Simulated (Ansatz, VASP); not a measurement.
**HgSe: VASP beside Ansatz**

```xyz
2
Lattice="0.0000 2.9979 2.9979 2.9979 0.0000 2.9979 2.9979 2.9979 0.0000" Properties=species:S:1:pos:R:3 pbc="T T T"
Hg    0.0000    0.0000    0.0000
Se    4.4969    4.4969    4.4969
```

Change from the starting cell: volume scaled by 0.96.

Alike in both runs: task single point; functional PBEsol; k mesh 8 × 8 × 8; occupations fermi-dirac, width 0.05 eV; no spin polarisation.

|  | VASP | Ansatz |
| --- | --- | --- |
| version | VASP 6.6.1 | Ansatz 0.2.0 |
| potentials or method | VASP PAW PBE potentials, release 64 (Hg, Se) | Ansatz PAW |
| plane-wave cutoff (eV) | 520 | 420 |
| valence electrons in the cell | 18 | 36 |

Ansatz gave:

| Item | Value |
| --- | --- |
| gap on the k mesh at the Fermi level (eV) | none |
| pressure (GPa) | 4.2 |

**Question.** Which values does VASP return?

**Answer.** gap on the k mesh at the Fermi level (eV): none; pressure (GPa): 4.6.

A gap of «none» marks a metal or a gap that the smearing closes. The two sets of potentials don't hold the same shells in valence.

Caveats: the PAW data sets were made with another functional, which shifts forces and pressure a little (VASP); the PAW data sets come from PBE, with cores solved anew for the run's functional, which leaves a small shift of forces and pressure (Ansatz). The runs have no spin-orbit coupling, so splittings on Hg are missing.
